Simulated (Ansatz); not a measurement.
CaSe: do energies and stresses tell the same story?

These are results of DFT PBE, scalar-relativistic, plane waves, PAW (Ansatz), not measurements.

Settings: cutoff 420 eV, Γ-centred mesh 8×8×8 on the computed 2-atom cell, Gaussian smearing of 0.02 eV; no spin polarisation.

Relaxed cell: Fm-3m, a = 5.959 Å, b = 5.959 Å, c = 5.959 Å, α = 90.00°, β = 90.00°, γ = 90.00°, 2 atoms in the primitive cell.

Energies at zero smearing and pressures from the stress tensor, at volumes with shape and atoms relaxed:
```csv
V (Å³/atom),E − E(first) (meV/atom),P (GPa)
23.273,0.00,7.93
24.066,-32.97,5.46
24.860,-54.62,3.34
25.653,-66.59,1.54
26.447,-70.25,-0.01
27.240,-66.81,-1.34
28.034,-57.26,-2.48
29.091,-36.50,-3.76
```

Problem. Check P = −dE/dV between neighbouring volumes, and get the bulk modulus from the pressures alone.

Solution. With 1 eV/Å³ = 160.2 GPa:
| middle V (Å³/atom) | −ΔE/ΔV (GPa) | mean P (GPa) |
| --- | --- | --- |
| 23.670 | 6.659 | 6.691 |
| 24.463 | 4.372 | 4.399 |
| 25.257 | 2.416 | 2.439 |
| 26.050 | 0.740 | 0.760 |
| 26.843 | -0.696 | -0.679 |
| 27.637 | -1.928 | -1.914 |
| 28.562 | -3.143 | -3.121 |

The two differ by 0.03 GPa at most. The mean of two end pressures misses the average over a step by about ΔV² P″/12, up to 0.03 GPa here; with that taken off 0.00 GPa remains. Around V = 26.447 Å³/atom, the two neighbours give B = −V ΔP/ΔV = 26.447 × 2.88 / 1.587 = 48.0 GPa, against B0 = 47.8 GPa from the Birch–Murnaghan fit of the energies.